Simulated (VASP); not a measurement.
Wanted: the native input for a VASP 6.6.1 run.

| Item | Value |
| --- | --- |
| Task | band structure |
| Functional | RPBE |
| Potentials or basis | VASP PAW PBE potentials, release 64 (Nb_sv) |
| Cutoff | 520 eV |
| k mesh | 16 × 16 × 16 |
| Occupations | methfessel-paxton, width 0.1 eV |
| Spin | no spin polarisation |
| Further INCAR settings | ALGO = Normal; EDIFF = 1e-06; NBANDS = 12 |

The structure of Nb lies in POSCAR:

```
Nb                                      
1.0
   -1.6626664559      1.6626664559      1.6626664559
    1.6626664559     -1.6626664559      1.6626664559
    1.6626664559      1.6626664559     -1.6626664559
  Nb            
     1
Direct
     0.0000000000000000    0.0000000000000000    0.0000000000000000
```

These files were run (other wordings do the same):

INCAR

```
ALGO = Normal
EDIFF = 1E-6
ENCUT = 520
GGA = RP
ICORELEVEL = 1
ISIF = 2
ISMEAR = 1
LASPH = True
LCHARG = False
LMAXMIX = 4
LREAL = False
LWAVE = False
NBANDS = 12
NELM = 80
PREC = Accurate
SIGMA = 0.1
```

KPOINTS

```
k-points
0
Gamma
  16 16 16
```

KPOINTS_OPT

```
explicit points
64
Reciprocal
 0.0000000000  0.0000000000  0.0000000000 1
 0.0555555556 -0.0555555556  0.0555555556 1
 0.1111111111 -0.1111111111  0.1111111111 1
 0.1666666667 -0.1666666667  0.1666666667 1
 0.2222222222 -0.2222222222  0.2222222222 1
 0.2777777778 -0.2777777778  0.2777777778 1
 0.3333333333 -0.3333333333  0.3333333333 1
 0.3888888889 -0.3888888889  0.3888888889 1
 0.4444444444 -0.4444444444  0.4444444444 1
 0.5000000000 -0.5000000000  0.5000000000 1
 0.5000000000 -0.5000000000  0.5000000000 1
 0.4444444444 -0.4444444444  0.5000000000 1
 0.3888888889 -0.3888888889  0.5000000000 1
 0.3333333333 -0.3333333333  0.5000000000 1
 0.2777777778 -0.2777777778  0.5000000000 1
 0.2222222222 -0.2222222222  0.5000000000 1
 0.1666666667 -0.1666666667  0.5000000000 1
 0.1111111111 -0.1111111111  0.5000000000 1
 0.0555555556 -0.0555555556  0.5000000000 1
 0.0000000000  0.0000000000  0.5000000000 1
 0.0000000000  0.0000000000  0.5000000000 1
 0.0000000000  0.0000000000  0.4444444444 1
 0.0000000000  0.0000000000  0.3888888889 1
 0.0000000000  0.0000000000  0.3333333333 1
 0.0000000000  0.0000000000  0.2777777778 1
 0.0000000000  0.0000000000  0.2222222222 1
 0.0000000000  0.0000000000  0.1666666667 1
 0.0000000000  0.0000000000  0.1111111111 1
 0.0000000000  0.0000000000  0.0555555556 1
 0.0000000000  0.0000000000  0.0000000000 1
 0.0000000000  0.0000000000  0.0000000000 1
 0.0277777778  0.0277777778  0.0277777778 1
 0.0555555556  0.0555555556  0.0555555556 1
 0.0833333333  0.0833333333  0.0833333333 1
 0.1111111111  0.1111111111  0.1111111111 1
 0.1388888889  0.1388888889  0.1388888889 1
 0.1666666667  0.1666666667  0.1666666667 1
 0.1944444444  0.1944444444  0.1944444444 1
 0.2222222222  0.2222222222  0.2222222222 1
 0.2500000000  0.2500000000  0.2500000000 1
 0.2500000000  0.2500000000  0.2500000000 1
 0.2777777778  0.1666666667  0.2777777778 1
 0.3055555556  0.0833333333  0.3055555556 1
 0.3333333333  0.0000000000  0.3333333333 1
 0.3611111111 -0.0833333333  0.3611111111 1
 0.3888888889 -0.1666666667  0.3888888889 1
 0.4166666667 -0.2500000000  0.4166666667 1
 0.4444444444 -0.3333333333  0.4444444444 1
 0.4722222222 -0.4166666667  0.4722222222 1
 0.5000000000 -0.5000000000  0.5000000000 1
 0.2500000000  0.2500000000  0.2500000000 1
 0.2222222222  0.2222222222  0.2777777778 1
 0.1944444444  0.1944444444  0.3055555556 1
 0.1666666667  0.1666666667  0.3333333333 1
 0.1388888889  0.1388888889  0.3611111111 1
 0.1111111111  0.1111111111  0.3888888889 1
 0.0833333333  0.0833333333  0.4166666667 1
 0.0555555556  0.0555555556  0.4444444444 1
 0.0277777778  0.0277777778  0.4722222222 1
 0.0000000000  0.0000000000  0.5000000000 1
 0.0000000000  0.0000000000  0.0000000000 1
 0.5000000000 -0.5000000000  0.5000000000 1
 0.2500000000  0.2500000000  0.2500000000 1
 0.0000000000  0.0000000000  0.5000000000 1
```

Potentials or basis: VASP PAW PBE potentials, release 64 (Nb_sv).

Command:

```sh
$ cat potpaw_PBE.64/Nb_sv/POTCAR > POTCAR
$ mpirun -np 1 vasp_std > vasp.out
```

Results of the run:

| Property | Result |
| --- | --- |
| Pressure | 0.0 GPa |
| Band gap along the path | none (metal or under the smearing width) |

Caveat: the PAW data sets were made with another functional, which shifts forces and pressure a little.

It took 23 s on 1 thread of AMD EPYC 9R45 (Zen 5) (shared host), peak memory 0.14 GiB.
